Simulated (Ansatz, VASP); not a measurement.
This is a calculation of Te2Mo for VASP 6.6.1.

Contents of INCAR:

```
SYSTEM = Te2Mo
ALGO = Normal
EDIFF = 1E-6
EDIFFG = -0.02
ENCUT = 600
GGA = CA
IBRION = 2
ISIF = 3
ISMEAR = -1
LASPH = .True.
LCHARG = .False.
LREAL = .False.
LWAVE = .False.
NELM = 60
NSW = 40
PREC = Accurate
SIGMA = 0.05
```

File KPOINTS:

```
k-points
0
Gamma
  9 9 2
  0 0 0
```

POSCAR

```
Te2Mo
1.0
    3.5182000000      0.0000000000      0.0000000000
   -1.7591000000      3.0468505756      0.0000000000
    0.0000000000      0.0000000000     13.9736000000
Te Mo
4 2
Direct
    0.6666666667      0.3333333333      0.3790000000
    0.3333333333      0.6666666667      0.8790000000
    0.6666666667      0.3333333333      0.1210000000
    0.3333333333      0.6666666667      0.6210000000
    0.6666666667      0.3333333333      0.7500000000
    0.3333333333      0.6666666667      0.2500000000
```

Potentials or basis: VASP PAW LDA potentials, release 64 (Te, Mo_sv).

Command:

```bash
$ cat potpaw_LDA.64/Te/POTCAR potpaw_LDA.64/Mo_sv/POTCAR > POTCAR
$ mpirun -np 1 vasp_std > vasp.out
```

Task: Set up the same calculation for Ansatz 0.2.0. Potentials there: Ansatz PAW.

Result: As run (the cutoff follows the program's own potentials):

Contents of input.yaml:

```yaml
crystal:
  lattice:
    - [3.5182, 0.0, 0.0]
    - [-1.7591, 3.0468505756, 0.0]
    - [0.0, 0.0, 13.9736]
  atoms:
    - { symbol: Te, position: [0.6666666667, 0.3333333333, 0.379] }
    - { symbol: Te, position: [0.3333333333, 0.6666666667, 0.879] }
    - { symbol: Te, position: [0.6666666667, 0.3333333333, 0.121] }
    - { symbol: Te, position: [0.3333333333, 0.6666666667, 0.621] }
    - { symbol: Mo, position: [0.6666666667, 0.3333333333, 0.75] }
    - { symbol: Mo, position: [0.3333333333, 0.6666666667, 0.25] }
hamiltonian:
  xc: lda
  pseudopotentials: { kind: paw }
kpoints:
  mp_grid: { grid: [9, 9, 2] }
scf:
  occupations: { method: fermi_dirac, width: 0.05 }
output:
  forces: true
  stress: true
relax:
  f_tol: 0.01
  max_steps: 40
  cell: { stress_tol: 0.05 }
```

Potentials or basis: Ansatz PAW.

Run with:

```bash
$ ansatz run input.yaml --threads 2 --pin off --max-ram 5632MiB --backend cpu --events-out ev --progress --plain --runs-dir out
```

Both were run:

|  | VASP | Ansatz | Ansatz less VASP |
| --- | --- | --- | --- |
| relaxed volume (Å³/atom) | 24.01 | 23.96 | -0.052 |
| relaxed cell length with the largest relative difference (Å) | 3.476 | 3.472 | -0.0037 |
| energy change over the relaxation (meV/atom) | -7 | -8 | -0.9 |

The two sets of potentials don't hold the same shells in valence.

Caveats: the plane-wave basis is chosen anew once the cell has moved, so the energies of steps on either side of that aren't comparable (Ansatz); the PAW data sets come from PBE, with cores solved anew for the run's functional, which leaves a small shift of forces and pressure (Ansatz). A k mesh can miss the band edges. LDA usually gives volumes a few per cent too small.
